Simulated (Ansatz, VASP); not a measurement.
# Cross-check of InSb between VASP and Ansatz

One calculation is typed for both programs; each brings its own data sets and cutoff. How far apart do they land? The cell is taken from a series of VASP runs on this material, whose earlier steps may have relaxed, scaled or displaced it; both programs get it as it stands.

Calculated with Ansatz 0.2.0; plane waves, with VASP 6.6.1 beside it; relaxation of cell and atoms at r2SCAN with rVV10.

**1. The structure**

It takes space group F-43m (No. 216, cubic). The conventional cell has a = 6.542 Å, b = 6.542 Å, c = 6.542 Å, α = 90.00°, β = 90.00°, γ = 90.00°. Nearest to Sb lie 4 In at 2.83 Å. In has 4 Sb at 2.83 Å nearest. Farther neighbours are not listed.

**2. Ansatz: relaxation of cell and atoms, r2SCAN with rVV10**

Ansatz runs on its default PAW (the set named soft_2) files.

The relaxed volume is the usual yardstick between codes: its relative difference is about their pressure difference at one cell divided by the bulk modulus.

File input.yaml:

```yaml
crystal:
  lattice:
    - [0.0, 3.2711723829, 3.2711723829]
    - [3.2711723829, 0.0, 3.2711723829]
    - [3.2711723829, 3.2711723829, 0.0]
  atoms:
    - { symbol: Sb, position: [0.75, 0.75, 0.75] }
    - { symbol: In, position: [0.0, 0.0, 0.0] }
hamiltonian:
  xc: r2scan
  pseudopotentials: { kind: paw }
  dispersion: rvv10
kpoints:
  mp_grid: { grid: [10, 10, 10] }
scf:
  occupations: { method: gaussian, width: 0.05 }
relax:
  f_tol: 0.01
  max_steps: 60
  cell: { stress_tol: 0.05 }
output:
  forces: true
  stress: true
```

Launch:

```sh
> ansatz run input.yaml --threads 4 --pin off --max-ram 9216MiB --backend cpu --events-out ev --progress --plain --runs-dir out
```

Numbers of over 12 decimals in the logs are rounded to 6 here.

Log:

```text
Engine: ansatz 0.2.0, aarch64-unknown-linux-gnu
Pseudopotentials: kind: paw
Pseudopotential: Sb, paw, valence charge 15, recommended cutoff 500 eV (meta_gga), Sb.paw.azcp
Pseudopotential: In, paw, valence charge 13, recommended cutoff 500 eV (meta_gga), In.paw.azcp
Functional definition: r2SCAN+rVV10
  parameter k0 = 0.174
  parameter k1 = 0.065
  parameter a1 = 4.9479
  exchange = r2scan_x(k0 = k0, k1 = k1, a1 = a1)
  correlation = r2scan_c + rvv10(11.95, 0.0093)
Crystal: 2 atoms, lattice volume = 70.007 Å³
Basis set: ecut = 500 eV, 1807 PW (Γ), exchange–correlation on 160×160×160 points (64 copies of the dense FFT grid, shifted against one another)
Bands: 18, of which v1, the nominal top of the filled ones, is band 14 counted from 1 (13 counted from 0)
Symmetry: 24 space group operations
Space group: F-43m (ITA 216), of the structure as read, at distance tolerance 4.1e-5 Å
k-points: 47 of 1000 (time reversal used)
Non-local potential: Sb, projectors of the file, l = 0: 2, l = 1: 2, l = 2: 2, l = 3: 2
Non-local potential: In, projectors of the file, l = 0: 2, l = 1: 2, l = 2: 2, l = 3: 2
PAW form: soft (Blöchl's): semilocal exchange-correlation on the pseudo side does not see the compensation charge
rVV10 density: all electrons in the spheres
PAW frozen core: Sb, regenerated for the run's functional (the file was generated under x = pbe(κ = 0.804, μ = 0.219515), c = pbe(β = 0.066725))
PAW frozen core: In, regenerated for the run's functional (the file was generated under x = pbe(κ = 0.804, μ = 0.219515), c = pbe(β = 0.066725))
PAW one-centre angular grid: Sb, 590 points (default); XC on 160 Gauss nodes
PAW one-centre angular grid: In, 590 points (default); XC on 289 of its mesh's 2783 points in the sphere
Initial density: superposition of atomic densities (neutral atoms: chi_scale 0, normalization atom), corrected by the library's trained network
Initial wavefunctions: pseudopotential atomic-orbital guess
Functional: x = r2scan, c = r2scan + rvv10(b = 11.95, C = 0.0093); τ floored in thin density (d = 2e-4 eV/Å³)
SCF iter   1: F=—  HF=-12107.515179 eV  |F-HF|=—  |Δ(HF+E_count)|=         —  Δρ=5.84e-3  dr2=1.70e-2  dr2_τ=6.15e-3  ethr=1.77e-3  ⟨swp⟩=6.1  Hψ=4743  notcnv=0
preconditioner: auto → none  [insulator: Δε(μ)=0.698 eV  Ē_g=14.623 eV  σ=0.050 eV  W_gap=0.72  n_scr=14 (ndim 8)  ℏωp=18.8 eV  f_vac=0.120  D(μ)=0.07/eV (n_scr^D=0)  ε∞_Penn≈2.7]
SCF iter   2: F=—  HF=-12107.519958 eV  |F-HF|=—  |Δ(HF+E_count)|=   4.78e-3  Δρ=1.92e-3  dr2=1.98e-3  dr2_τ=5.74e-5  ethr=6.08e-5  ⟨swp⟩=2.0  Hψ=1836  notcnv=0
SCF iter   3: F=—  HF=-12107.520112 eV  |F-HF|=—  |Δ(HF+E_count)|=   1.54e-4  Δρ=8.57e-4  dr2=2.89e-4  dr2_τ=6.84e-6  ethr=7.07e-6  ⟨swp⟩=2.9  Hψ=1273  notcnv=0
SCF iter   4: F=—  HF=-12107.520135 eV  |F-HF|=—  |Δ(HF+E_count)|=   2.32e-5  Δρ=1.17e-4  dr2=5.13e-6  dr2_τ=1.78e-7  ethr=1.03e-6  ⟨swp⟩=2.0  Hψ=1215  notcnv=0
SCF iter   5: F=—  HF=-12107.520134 eV  |F-HF|=—  |Δ(HF+E_count)|=   1.01e-6  Δρ=2.36e-5  dr2=3.07e-7  dr2_τ=1.03e-8  ethr=1.83e-8  ⟨swp⟩=3.0  Hψ=1343  notcnv=0
SCF iter   6: F=-12107.520134 eV  HF=-12107.520134 eV  |F-HF|=7.68e-9  |Δ(HF+E_count)|=   1.29e-7  Δρ=5.06e-6  dr2=1.27e-8  dr2_τ=5.72e-10  ethr=3.57e-10  ⟨swp⟩=5.0  Hψ=3184  notcnv=0
SCF 1 converged in 6 iterations: F = -12107.520134 eV  dr2 = 1.27e-8
  greatest PAW one-centre occupation: 0.993 electrons in one spin orbital (limit 2), on the Sb atom at site 0 (counted from 0), in its partial waves of l = 2
relax step   1: F+E_penalty+E_count = -12107.52013435 eV  Δ(F+E_penalty+E_count) = +0.000e0 eV  max|allowed force component| = 1.943e-16 eV/Å  Δτ_max = 0.0000 Å  P = -0.432 GPa  Ω = 70.007 Å³  (6 SCF iters, dr2 threshold 1.00e-7 eV, accepted)
[...]
relax step   2: F+E_penalty+E_count = -12107.52078842 eV  Δ(F+E_penalty+E_count) = -6.541e-4 eV  max|allowed force component| = 6.129e-17 eV/Å  Δτ_max = 0.0000 Å  P = +0.268 GPa  Ω = 68.929 Å³  energy of the carried Pulay correction = +5.900e-5 eV  (5 SCF iters, dr2 threshold 2.00e-7 eV, accepted)
[...]
relax step   3: F+E_penalty+E_count = -12107.52109752 eV  Δ(F+E_penalty+E_count) = -3.091e-4 eV  max|allowed force component| = 7.517e-17 eV/Å  Δτ_max = 0.0000 Å  P = -0.007 GPa  Ω = 69.338 Å³  energy of the carried Pulay correction = +3.651e-5 eV  (4 SCF iters, dr2 threshold 1.80e-7 eV, accepted)
[...]
relax step   4: F+E_penalty+E_count = -12107.52106123 eV  Δ(F+E_penalty+E_count) = +3.629e-5 eV  max|allowed force component| = 5.551e-17 eV/Å  Δτ_max = 0.0000 Å  P = -0.008 GPa  Ω = 69.338 Å³  stress off target by 7.56e-3 GPa  SCF on the basis re-selected at this cell (its energy is not comparable with the rows above)  (5 SCF iters)
basis re-selected at this cell: Δ(F+E_penalty+E_count) = +3.629e-5 eV, ΔP = -0.001 GPa vs the last step (what re-selecting the basis moved, of the pressure what is left beyond the Pulay correction that the steps carried, after the strain that the cell walked since its last selection, with what the two solves' SCF thresholds leave and, on support functions, any second-order correction that the steps lacked; it is no m [...]
SCF converged after 5 iterations
Free energy (F): -12107.521061 eV
Harris-Foulkes:  -12107.521061 eV  (|F-HF|=3.64e-12)
Internal energy: -12107.521032 eV  (E = F + TS)
E sigma→0 (E₀):  -12107.521046 eV
Entropy (-TS):   -0.000030 eV (-0.015 meV/atom)
Fermi energy:    6.988962 eV
--- Per-component energies (eV) ---
  E_band       = -285.400169
  E_kinetic    = 449.144009
  E_local      = -3226.743365  (includes V_loc(G=0)·N_el)
  E_nonlocal   = 731.323228
  E_hartree    = 1388.467009
  E_xc         = -323.794649
  E_vxc        = -208.150646  (∫ρ·V_xc dr)
  E_paw        = -8787.749395  (= ΣΔE_a)
  E_vpaw       = -822.256619  (= ΣTr[D̂ρ^β])
  E_aug_tail   = 0.000007  (compensation charges beyond the density's cutoff)
  E_vtau       = 14.349245  (kinetic-family band-sum trace: ∫τ·v_τ [+ j·A + Jᵃ·Aᵃ] dr)
  E_ewald      = -2339.639459
  E_core_change = 1.471583  (= ΣΔE_core)
  E_smearing   = -0.000030  (= −TS)
  E_closure    = 0.000000  (closes the sum)
  Σ components = -12107.521061   (vs F -12107.521061, Δ=0.00e0)
--- Forces (eV/Å), atoms counted from 1 ---
  atom   1  Sb     0.00000000    -0.00000000    -0.00000000
  atom   2  In    -0.00000000     0.00000000     0.00000000
  max |Σ_I F_I| component: 5.32e-17 eV/Å
--- Stress (GPa, compression-positive) ---
       -0.007556       0.000000       0.000000
        0.000000      -0.007556       0.000000
        0.000000       0.000000      -0.007556
  P = ⅓ Tr σ = -0.0076 GPa (-0.076 kbar)
--- Relaxed structure (3 steps of the walk, 3 accepted, 1 SCFs on fresh bases) ---
  F+E_penalty+E_count = -12107.52106123 eV   max|allowed force component| = 5.551e-17 eV/Å   (the final SCF, on the basis selected at the relaxed cell)
  cell:  # Å, volume = 69.3376 Å³
    - [0, 3.260715, 3.260715]
    - [3.260715, 0, 3.260715]
    - [3.260715, 3.260715, 0]
  atoms:
    - { symbol: Sb, position: [0.750000, 0.750000, 0.750000] }
    - { symbol: In, position: [0, 0, 0] }
```

It took 17 s on 4 threads of Arm Neoverse V1, shared host; peak memory 0.74 GiB.

[end of part 1 of 2]

[Lines on the potential files, build, host, timing and source positions are cut from VASP's logs without a mark.]

[Logs are printed without paths, hosts, clocks, repeated set-up lines and the standing remarks that a program may print on its own settings, such as how far it seeks lower states.]

[Hosts, paths, dates, database ids (printed as entryN), source tags and the programs' standing remarks are cut or masked in the printed files.]
